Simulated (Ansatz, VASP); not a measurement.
# CuO (Tenorite): VASP beside Ansatz

```
CELL_PARAMETERS angstrom
2.34185 -1.71130 0.00000
2.34185 1.71130 0.00000
-0.85003 0.00000 5.05787
ATOMIC_POSITIONS crystal
Cu 0.50000 0.00000 0.50000
Cu 0.00000 0.50000 0.00000
O 0.41840 0.58160 0.75000
O 0.58160 0.41840 0.25000
```

Alike in both runs: task single point; functional PBE; k mesh 10 × 10 × 5; occupations gaussian, width 0.011 eV; no spin polarisation.

|  | VASP | Ansatz |
| --- | --- | --- |
| version | VASP 6.6.1 | Ansatz 0.2.0 |
| potentials or method | VASP PAW PBE potentials, release 64 (Cu, O) | Ansatz PAW |
| plane-wave cutoff (eV) | 520 | 420 |
| valence electrons in the cell | 34 | 50 |

|  | VASP | Ansatz | Ansatz less VASP |
| --- | --- | --- | --- |
| gap on the k mesh at the Fermi level (eV) | none | none | - |
| pressure (GPa) | 6.4 | 5.7 | -0.75 |
| largest component of the traceless stress (GPa) | 1.37 | 1.30 | -0.064 |
| rms of the force components (eV/Å) | 0.090 | 0.107 | +0.0178 |

Atom by atom the forces differ by 0.018 eV/Å (rms over components). A gap of «none» marks a metal or a gap that the smearing closes. The two sets of potentials don't hold the same shells in valence.

Caveats: the run has no spin polarisation, though such a crystal can be magnetic; semilocal functionals often make such compounds metallic where correlation or magnetic order opens a gap, which also shifts bond lengths; the pressure holds a Pulay correction of +0.7 GPa for the finite cutoff (Ansatz). With open d or f shells a metallic result of PBE can be an artefact of self-interaction; +U or a hybrid may open a gap.
